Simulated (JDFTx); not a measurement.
# TiCo under changes of volume

One of the cells (13.313 Å³/atom); the others are scaled copies at fixed shape and fractional positions:

```
Co Ti
1.0
     2.98611    0.00000    0.00000
     0.00000    2.98611    0.00000
     0.00000    0.00000    2.98611
Co Ti
1 1
Cartesian
  1.4931 1.4931 1.4931
  0.0000 0.0000 0.0000
```

The cell comes from a database or a generator and needn't be the stable form of this composition.

| Property | Result |
| --- | --- |
| Program | JDFTx 1.7.0 (patched build) |
| Functional | PBEsol |
| Potentials or basis | PseudoDojo-SR-PBEsol-0.4.1-standard with smoothed tails |
| Cutoff | 1306 eV |
| Density cutoff | 10449 eV |
| k mesh | 9 × 9 × 9 |
| Occupations | fermi-dirac, width 0.05 eV |
| Spin | collinear spin, ferromagnetic start |
| Starting moments | [2.0, 1.0] μB |

```csv
volume (Å³/atom),energy over the lowest point (meV/atom),pressure (GPa),moment (μB per cell)
12.515,0.49,2.4,0.57
12.781,0.00,-1.6,0.60
13.047,5.74,-5.1,0.65
13.313,?,?,?
13.580,33.16,-11.0,0.74
13.846,53.59,-13.5,0.79
14.112,77.77,-15.6,0.83
```

**Question.** What does the run at 13.313 Å³/atom give?

**Answer.** Energy over the lowest point 17.01 meV/atom; pressure -8.3 GPa; moment 0.69 μB per cell.

Worked out: A Birch-Murnaghan fit of order 3 (a polynomial in V^(-2/3)) to the other rows has its minimum at 12.67 Å³/atom with B0 = V·E''(V) = 188 GPa and B' = 4.9. It gives 16.99 meV/atom at 13.313 Å³/atom, against the run's 17.01, and -dE/dV = -8.3 GPa, against -8.3. A straight line through the other rows of the moment, of slope 0.168 μB per Å³/atom, gives 0.70 μB, against the run's 0.69.

Energies are extrapolated to zero smearing.
